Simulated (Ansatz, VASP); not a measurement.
One calculation of KBr, two programs

```
K Br
1.0
     0.00000    3.21068    3.21068
     3.21068    0.00000    3.21068
     3.21068    3.21068    0.00000
K Br
1 1
Direct
  0.00000 0.00000 0.00000
  0.50000 0.50000 0.50000
```

Alike in both runs: task single point; functional PBE; k mesh 6 × 6 × 6; occupations gaussian, width 0.02 eV; no spin polarisation.

|  | VASP | Ansatz |
| --- | --- | --- |
| version | VASP 6.6.1 | Ansatz 0.2.0 |
| potentials or method | VASP PAW PBE potentials, release 64 (K_sv, Br) | scalar-relativistic, plane waves, PAW |
| plane-wave cutoff (eV) | 520 | 420 |
| valence electrons in the cell | 16 | 16 |

```tsv
	VASP	Ansatz	Ansatz less VASP
gap on the k mesh at the Fermi level (eV)	4.67	4.67	+0.002
least direct gap on the mesh (eV)	4.67	4.67	+0.002
pressure (GPa)	2.5	2.4	-0.06
```

The functional is the same, so the differences come from potentials, cutoffs and numerics.
